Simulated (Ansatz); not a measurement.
Pb:

```
Pb
1.0
     3.48000    0.00000    0.00000
    -1.74000    3.01377    0.00000
     0.00000    0.00000    5.59000
Pb
2
Direct
  0.66667 0.33333 0.75000
  0.33333 0.66667 0.25000
```

This isn't the form of Pb at room conditions, which is fcc.

- Program: Ansatz 0.2.0
- Task: relaxation of cell and atoms
- Functional: PBEsol
- Potentials or basis: Ansatz PAW
- Cutoff: 420 eV (not typed: the program's choice for these potentials)
- k mesh: 9 × 9 × 5
- Occupations: fermi-dirac, width 0.05 eV
- Spin: no spin polarisation

At the start: volume 29.31 Å³/atom.

Task: How do energy, volume and symmetry change on relaxing?

Result: It ends after 5 steps and the volume is 29.81 Å³/atom (+1.7 %); space group P6_3/mmc (No. 194, to 0.05 Å).

The path:
```csv
step,energy change (eV),largest force (eV/Å),volume (Å³)
1,0.0000,0.0000,58.63
2,-0.0282,0.0000,60.13
3,-0.0306,0.0000,59.50
4,-0.0306,0.0000,59.62
5,-0.0307,0.0000,59.62
```

Final structure:
```
Pb
1.0
     3.43136    0.00000    0.00000
    -1.71568    2.97165    0.00000
     0.00000    0.00000    5.84656
Pb
2
Direct
  0.66667 0.33333 0.75000
  0.33333 0.66667 0.25000
```

Caveat: the plane-wave basis is chosen anew once the cell has moved, so the energies of steps on either side of that aren't comparable; the PAW data sets come from PBE, with cores solved anew for the run's functional, which leaves a small shift of forces and pressure.
